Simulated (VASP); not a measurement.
# ZnS (Wurtzite-2H) (P6_3mc) in VASP: notebook

Runs on ZnS (Wurtzite-2H). Level: PBE. Tasks: single point.

All numbers are computed with VASP 6.6.1; they aren't measurements. Logs are shortened: lines on timing, memory, paths and dates and some standing lists are left out, and cuts for length are marked.

## 1. Starting point

It takes space group P6_3mc (No. 186, hexagonal). Conventional cell: a = 3.811 Å, b = 3.811 Å, c = 6.234 Å, α = 90.00°, β = 90.00°, γ = 120.00°. Zn (site symmetry 3m) is surrounded by 4 S at 2.31 to 2.40 Å. S (site symmetry 3m) has 4 Zn at 2.31 to 2.40 Å as nearest neighbours.

## 2. Single point, PBE, spin-orbit coupling, no magnetisation

Contents of INCAR:

```
  PREC = Accurate
  ENCUT = 250
  EDIFF = 1E-7
  ISMEAR = 0
  SIGMA = 0.02
  LREAL = False
  LASPH = True
  NELM = 100
  ALGO = Normal
  ISIF = 2
  LWAVE = False
  LCHARG = False
  MAGMOM = 0 0 0 0 0 0 0 0 0 0 0 0
  LORBIT = 11
  LSORBIT = True
  GGA_COMPAT = False
  GGA = PE
  NBANDS = 52
```

Contents of KPOINTS:

```
regular mesh
0
Gamma
  3 3 2
```

Contents of POSCAR:

```
ZnS
1.0
    3.8110000000      0.0000000000      0.0000000000
   -1.9055000000      3.3004228138      0.0000000000
    0.0000000000      0.0000000000      6.2340000000
Zn S
2 2
Direct
    0.6666666667      0.3333333333      0.5000000000
    0.3333333333      0.6666666667      0.0000000000
    0.6666666667      0.3333333333      0.8850000000
    0.3333333333      0.6666666667      0.3850000000
```

Potentials or basis: VASP PAW PBE potentials, release 64 (Zn, S).

The run is started by

```sh
$ cat potpaw_PBE.64/Zn/POTCAR potpaw_PBE.64/S/POTCAR > POTCAR
$ mpirun -np 1 vasp_ncl > vasp.out
```

OUTCAR:

```text
PREC = Accurate
   ENCUT = 250
   EDIFF = 1E-7
   ISMEAR = 0
   LREAL = False
   LASPH = True
   NELM = 100
   ISIF = 2
   LORBIT = 11
   LSORBIT = True
   GGA = PE

 Found      6 irreducible k-points:

 Following reciprocal coordinates:
            Coordinates               Weight
  0.000000  0.000000  0.000000      1.000000
  0.333333  0.000000  0.000000      6.000000
  0.333333  0.333333  0.000000      2.000000
  0.000000  0.000000  0.500000      1.000000
  0.333333  0.000000  0.500000      6.000000
  0.333333  0.333333  0.500000      2.000000
   k-points           NKPTS =      6   k-points in BZ     NKDIM =      6   number of bands    NBANDS=     52
   number of dos      NEDOS =    301   number of ions     NIONS =      4
   total plane-waves  NPLWV =  12800
   dimension x,y,z NGX =    20 NGY =   20 NGZ =   32
   dimension x,y,z NGXF=    40 NGYF=   40 NGZF=   64
   ions per type =               2   2
   NGX,Y,Z   is equivalent  to a cutoff of   8.72,  8.72,  8.53 a.u.
   NGXF,Y,Z  is equivalent  to a cutoff of  17.45, 17.45, 17.07 a.u.
 SYSTEM =  unknown system
   PREC   = accura    normal or accurate (medium, high low for compatibility)
   ISTART =      0    job   : 0-new  1-cont  2-samecut
   ICHARG =      2    charge: 1-file 2-atom 10-const
   ISPIN  =      1    spin polarized calculation?
   LNONCOLLINEAR =      T non collinear calculations
   LSORBIT =      T    spin-orbit coupling
   LASPH  =      T    aspherical Exc in radial PAW
   ENCUT  =  250.0 eV  18.37 Ry    4.29 a.u.   4.91  4.91  8.04*2*pi/ulx,y,z
   NELM   =    100;   NELMIN=  2; NELMDL= -5     # of ELM steps
   EDIFF  = 0.1E-06   stopping-criterion for ELM
   LREAL  =      F    real-space projection
   EDIFFG = 0.1E-05   stopping-criterion for IOM
   NSW    =      0    number of steps for IOM
   IBRION =     -1    ionic relax: 0-MD 1-quasi-New 2-CG
   NFREE  =      0    steps in history (QN), initial steepest desc. (CG)
   ISIF   =      2    stress and relaxation
   ISYM   =      2    0-nonsym 1-usesym 2-fastsym
   POTIM  = 0.5000    time-step for ionic-motion
   TEBEG  =    0.0;   TEEND  =   0.0 temperature during run
   PSTRESS=    0.0 pullay stress
   NELECT =      36.0000    total number of electrons
   NUPDOWN=      -1.0000    fix difference up-down
   EMIN   =  10.00;   EMAX   =-10.00  energy-range for DOS
   EFERMI =   0.00;   METHOD = LEGACY
   ISMEAR =     0;   SIGMA  =   0.02  broadening in eV -4-tet -1-fermi 0-gaus
   EFERMI_NEDOS =   21; number of points for ismear=-14 and -15
   IALGO  =     38    algorithm
   IMIX   =      4    mixing-type and parameters
     AMIX     =   0.40;   BMIX     =  1.00
     AMIX_MAG =   1.60;   BMIX_MAG =  1.00
  volume/ion in A,a.u.               =      19.60       132.29
  Fermi-wavevector in a.u.,A,eV,Ry     =   1.262943  2.386617 21.701647  1.595026
  Thomas-Fermi vector in A             =   2.396326
   LORBIT       =     11    0 simple, 1 ext, 2 COOP (PROOUT), +10 PAW based schemes
   GGA     = PE    functional components
   LHFCALC =     F    Hartree Fock is set to
   AEXX    =    0.0000 exact exchange contribution
   IVDW    =     0    specifies the selected vdW correction
   LEPSILON=     F    determine dielectric tensor
   LRPA    =     F    only Hartree local field effects (RPA)
 Gauss-broadening in eV      SIGMA  =   0.02
  energy-cutoff  :      250.00
  volume of cell :       78.41
 maximum number of plane-waves:      1488
 NGX is ok and might be reduce to    20
   NGX =  9   NGY =  9   NGZ = 17

 number of electron      35.9999838 magnetization       0.0000000     -0.0000000     -0.0000000

 number of electron      35.9999838 magnetization      -0.0000000     -0.0000000     -0.0000000

 number of electron      35.9999838 magnetization       0.0000000      0.0000000      0.0000000

 number of electron      35.9999838 magnetization       0.0000000      0.0000000     -0.0000000

 Free energy of the ion-electron system (eV)
  ---------------------------------------------------
  ext. energy  EPLUGINS =         0.00000000
  ---------------------------------------------------
  free energy    TOTEN  =       -13.37057568 eV

  energy without entropy =      -13.37057568  energy(sigma->0) =      -13.37057568

 E-fermi :   2.3111     XC(G=0):  -9.6304

 val. band max:        2.2246637273   @ k =   0.0000   0.0000   0.0000
 cond. band min:       4.4407852132   @ k =   0.0000   0.0000   0.0000
 fundamental gap:      2.2161214860
 Fermi energy:         2.3110577182

 k-point     1 :       0.0000    0.0000    0.0000
  band No.  band energies     occupation
      1     -10.9881      1.00000
      2     -10.9881      1.00000
      3     -10.0619      1.00000
      4     -10.0619      1.00000
      5      -4.3762      1.00000
      6      -4.3762      1.00000
[... 295 lines left out ...]
     47       9.5476      0.00000
     48       9.5476      0.00000
 [bands above 48 left out]

------------------------ aborting loop because EDIFF is reached ----------------------------------------

  FORCE on cell =-STRESS in cart. coord.  units (eV):
  Direction    XX          YY          ZZ          XY          YZ          ZX
  --------------------------------------------------------------------------------------
  -------------------------------------------------------------------------------------
  Total       -0.1004862     -0.1004862     -1.8835985      0.0000000      0.0000000      0.0000000
  in kB       -2.0532487     -2.0532487    -38.4878438      0.0000000      0.0000000      0.0000000
  external PRESSURE =     -14.1981138 kB  Pullay stress =       0.0000000 kB

 VOLUME and BASIS-vectors are now :
 -----------------------------------------------------------------------------
  energy-cutoff  :      250.00
  volume of cell :       78.41
      direct lattice vectors                 reciprocal lattice vectors
     3.811000000  0.000000000  0.000000000     0.262398321  0.151495741  0.000000000
    -1.905500000  3.300422814  0.000000000     0.000000000  0.302991482  0.000000000
     0.000000000  0.000000000  6.234000000     0.000000000  0.000000000  0.160410651

 POSITION                                       TOTAL-FORCE (eV/Angst)
 -----------------------------------------------------------------------------------
      1.90550      1.10014      3.11700        -0.000000     -0.000000      0.366452
     -0.00000      2.20028      0.00000         0.000000      0.000000      0.366452
      1.90550      1.10014      5.51709        -0.000000     -0.000000     -0.366452
     -0.00000      2.20028      2.40009         0.000000      0.000000     -0.366452
 -----------------------------------------------------------------------------------
    total drift:                               -0.000000     -0.000001     -0.001982

  FREE ENERGIE OF THE ION-ELECTRON SYSTEM (eV)
  ---------------------------------------------------
  free  energy   TOTEN  =       -13.3705756768 eV

  energy  without entropy=      -13.3705756768  energy(sigma->0) =      -13.37057568

 Spin-Orbit-Coupling matrix elements

 Ion:    1  E_soc:     -0.0079850
 l=   1
     0.0000000    -0.0004065    -0.0004386
    -0.0004065     0.0000000    -0.0004065
    -0.0004386    -0.0004065     0.0000000
 l=   2
     0.0000000    -0.0001819     0.0000000    -0.0001819    -0.0007453
    -0.0001819     0.0000000    -0.0005446    -0.0001787    -0.0001819
     0.0000000    -0.0005446     0.0000000    -0.0005446     0.0000000
    -0.0001819    -0.0001787    -0.0005446     0.0000000    -0.0001819
    -0.0007453    -0.0001819     0.0000000    -0.0001819     0.0000000
 l=   3
     0.0000000     0.0000000     0.0000000     0.0000000     0.0000000     0.0000000     0.0000000
     0.0000000     0.0000000     0.0000000     0.0000000     0.0000000     0.0000000     0.0000000
     0.0000000     0.0000000     0.0000000     0.0000000     0.0000000     0.0000000     0.0000000
     0.0000000     0.0000000     0.0000000     0.0000000     0.0000000     0.0000000     0.0000000
     0.0000000     0.0000000     0.0000000     0.0000000     0.0000000     0.0000000     0.0000000
     0.0000000     0.0000000     0.0000000     0.0000000     0.0000000     0.0000000     0.0000000
     0.0000000     0.0000000     0.0000000     0.0000000     0.0000000     0.0000000     0.0000000

 Ion:    2  E_soc:     -0.0079850
 l=   1
     0.0000000    -0.0004065    -0.0004386
    -0.0004065     0.0000000    -0.0004065
    -0.0004386    -0.0004065     0.0000000
 l=   2
     0.0000000    -0.0001819     0.0000000    -0.0001819    -0.0007453
    -0.0001819     0.0000000    -0.0005446    -0.0001787    -0.0001819
     0.0000000    -0.0005446     0.0000000    -0.0005446     0.0000000
    -0.0001819    -0.0001787    -0.0005446     0.0000000    -0.0001819
    -0.0007453    -0.0001819     0.0000000    -0.0001819     0.0000000
 l=   3
     0.0000000     0.0000000     0.0000000     0.0000000     0.0000000     0.0000000     0.0000000
     0.0000000     0.0000000     0.0000000     0.0000000     0.0000000     0.0000000     0.0000000
     0.0000000     0.0000000     0.0000000     0.0000000     0.0000000     0.0000000     0.0000000
     0.0000000     0.0000000     0.0000000     0.0000000     0.0000000     0.0000000     0.0000000
     0.0000000     0.0000000     0.0000000     0.0000000     0.0000000     0.0000000     0.0000000
     0.0000000     0.0000000     0.0000000     0.0000000     0.0000000     0.0000000     0.0000000
     0.0000000     0.0000000     0.0000000     0.0000000     0.0000000     0.0000000     0.0000000
[... 21 lines left out ...]
 Ion:    4  E_soc:     -0.0017071
 l=   1
     0.0000000    -0.0002869    -0.0002797
    -0.0002869     0.0000000    -0.0002869
    -0.0002797    -0.0002869     0.0000000
 l=   2
     0.0000000     0.0000000     0.0000000     0.0000000     0.0000000
     0.0000000     0.0000000     0.0000000     0.0000000     0.0000000
     0.0000000     0.0000000     0.0000000     0.0000000     0.0000000
     0.0000000     0.0000000     0.0000000     0.0000000     0.0000000
     0.0000000     0.0000000     0.0000000     0.0000000     0.0000000
 l=   3
     0.0000000     0.0000000     0.0000000     0.0000000     0.0000000     0.0000000     0.0000000
     0.0000000     0.0000000     0.0000000     0.0000000     0.0000000     0.0000000     0.0000000
     0.0000000     0.0000000     0.0000000     0.0000000     0.0000000     0.0000000     0.0000000
     0.0000000     0.0000000     0.0000000     0.0000000     0.0000000     0.0000000     0.0000000
     0.0000000     0.0000000     0.0000000     0.0000000     0.0000000     0.0000000     0.0000000
     0.0000000     0.0000000     0.0000000     0.0000000     0.0000000     0.0000000     0.0000000
     0.0000000     0.0000000     0.0000000     0.0000000     0.0000000     0.0000000     0.0000000

 total charge

# of ion       s       p       d       tot
------------------------------------------
    1        0.513   0.485   9.812  10.810
    2        0.513   0.485   9.812  10.810
    3        1.309   2.490   0.000   3.799
    4        1.309   2.490   0.000   3.799
--------------------------------------------------
tot          3.643   5.950  19.625  29.217

 magnetization (x)

# of ion       s       p       d       tot
------------------------------------------
    1        0.000   0.000   0.000   0.000
    2        0.000  -0.000  -0.000  -0.000
    3       -0.000   0.000   0.000   0.000
    4       -0.000   0.000   0.000  -0.000
--------------------------------------------------
tot         -0.000   0.000   0.000  -0.000

 magnetization (y)

# of ion       s       p       d       tot
------------------------------------------
    1        0.000   0.000   0.000   0.000
    2        0.000   0.000   0.000   0.000
    3       -0.000   0.000   0.000  -0.000
    4       -0.000   0.000   0.000  -0.000
--------------------------------------------------
tot         -0.000   0.000   0.000  -0.000

 magnetization (z)

# of ion       s       p       d       tot
------------------------------------------
    1       -0.000   0.000  -0.000  -0.000
    2       -0.000   0.000  -0.000  -0.000
    3        0.000   0.000   0.000   0.000
    4        0.000   0.000   0.000   0.000
--------------------------------------------------
tot         -0.000   0.000  -0.000  -0.000
```

Wall time 12 s (1 thread of Intel Xeon 6975P-C (Granite Rapids), shared host); peak memory 0.18 GiB.

The run converged, but a check on its numbers failed (symmetry, net force, bounds or a known fault of this set-up), so they aren't taken as properties of the crystal.

Caveat: the k mesh is coarse (spacing up to 0.63 Å⁻¹), so the values aren't converged; the cutoff lies under the usual one of these potentials, so the numbers hold a large basis-set error.

(Continued in part 2 of 2.)
